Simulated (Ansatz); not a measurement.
# HfO2: the cell at several levels of theory

An exercise on one series of results from a longer session: the logs are not shown, and one member is left open.

Program: Ansatz 0.2.0. PAW datasets, plane waves, zero pressure. All values are calculated for a non-magnetic cell, which may be hypothetical.

## Starting point

This is the cell as the run starts from it, not yet at rest; its lengths are not the crystal's.

Space group I4_1/amd (No. 141), tetragonal; conventional cell a = 4.603 Å, c = 11.553 Å, 20.40 Å³ an atom. Near Hf stand 6 O at 2.35–2.40 Å; near O stand 3 Hf at 2.35–2.40 Å.

The structure in full:

Space group I4_1/amd:1 (No. 141). a = 4.603 Å, b = 4.603 Å, c = 11.553 Å, α = 90.00°, β = 90.00°, γ = 90.00°
| atom | site | symmetry | x | y | z |
| --- | --- | --- | --- | --- | --- |
| Hf | 4a | -4m2 | 0.0000 | 0.5000 | 0.2500 |
| O | 8e | 2mm. | 0.0000 | 0.5000 | 0.0420 |

Set-up of the first run:

input.yaml

```yaml
crystal:
  lattice:
    - [-2.30143946, 2.30143946, 5.7766130446]
    - [2.30143946, -2.30143946, 5.7766130446]
    - [2.30143946, 2.30143946, -5.7766130446]
  atoms:
    - { symbol: Hf, position: [0.75, 0.25, 0.5] }
    - { symbol: Hf, position: [0.0, 0.0, 0.0] }
    - { symbol: O, position: [0.542, 0.042, 0.5] }
    - { symbol: O, position: [0.792, 0.792, 0.0] }
    - { symbol: O, position: [0.208, 0.208, 0.0] }
    - { symbol: O, position: [0.958, 0.458, 0.5] }
kpoints:
  mp_grid: { grid: [8, 8, 8] }
hamiltonian:
  xc: pbe
scf:
  occupations: { method: fermi_dirac, width: 0.02 }
relax:
  f_tol: 0.005
  cell: {}
```

Started as:

```sh
ansatz run input.yaml --threads 2 --pin off --max-ram 20275MiB --backend cpu --events-out ev --progress --plain --runs-dir out
```

Steps of the session up to this table: Relaxation with PBE; Relaxation with r2SCAN; PBEsol: cell and atoms; Relaxing with LDA.

One of the session's tables, all rows but one given; the rest of the session is left out.

| level | a (Å) | c (Å) | volume (Å³/atom) |
| --- | --- | --- | --- |
| PBE | 4.019 | 10.648 | 14.330 |
| r2SCAN | 3.993 | 10.545 | 14.010 |
| PBEsol | 3.984 | 10.529 | 13.924 |
| LDA | ? | ? | ? |

**Question.** Estimate the row for LDA.

As computed: a (Å): 3.951; c (Å): 10.447; volume (Å³/atom): 13.588. In the column «a (Å)» it is the lowest.

What this shows: From the start to the first minimum the volume moved by -29.7 %. LDA gives the smallest cell and PBE the largest; they differ by 5.5 % in volume, a mean of 1.8 % in length.
